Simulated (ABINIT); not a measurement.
Write the native input for ABINIT 10.8.3 (patched build) that does the following.

```
Task                : equation of state
Functional          : PBE
Potentials or basis : PseudoDojo NC SR PBE v0.5 standard
Cutoff              : 1143 eV
k mesh              : 11 × 11 × 11
Occupations         : fermi-dirac, width 0.05 eV
Spin                : no spin polarisation
```

Crystal: MgO.

```
Mg O
1.0
     0.00000    2.09700    2.09700
     2.09700    0.00000    2.09700
     2.09700    2.09700    0.00000
Mg O
1 1
Direct
  0.00000 0.00000 0.00000
  0.50000 0.50000 0.50000
```

The cell is a database's computed one.

These files were run (other wordings do the same):

run.abi

```
# Datasets: one volume each
ndtset 7
getwfk -1
scalecart1 3*0.9795861087
scalecart2 3*0.9864848297
scalecart3 3*0.9932883884
scalecart4 3*1.0000000000
scalecart5 3*1.0066227096
scalecart6 3*1.0131594038
scalecart7 3*1.0196128224

# Pseudopotentials
pp_dirpath "./"
pseudos "Mg.upf, O.upf"

# Structure
acell 5.6041865537 5.6041865537 5.6041865537
rprim
     0.0000000000     0.7071067812     0.7071067812
     0.7071067812     0.0000000000     0.7071067812
     0.7071067812     0.7071067812     0.0000000000
ntypat 2
znucl 12 8
natom 2
typat 1 2
xred
     0.0000000000     0.0000000000     0.0000000000
     0.5000000000     0.5000000000     0.5000000000

# Plane-wave basis
ecut 42.0

# k points
kptopt 1
ngkpt 11 11 11
nshiftk 1
shiftk 0.0 0.0 0.0

# Exchange and correlation
ixc 11

# Bands and occupations
nband 12
occopt 3
tsmear 0.00183747

# SCF cycle
nstep 100
tolvrs 1.0e-10

# Output
iomode 3
prtwf 1
prtden 0
prteig 0
prtebands 0
enunit 1
```

Potentials or basis: PseudoDojo NC SR PBE v0.5 standard.

Run with:

```sh
$ abinit run.abi > log 2>&1
```

Results of the run:

* Equilibrium volume: 9.62 Å³/atom
* Bulk modulus: 149 GPa
* Pressure derivative of the bulk modulus: 4.1

Caveat: pressures at fixed basis lie under the slope of the energies.

It took 5.8 min on 1 thread of AMD EPYC 7571, on a shared host, peak memory 0.11 GiB.
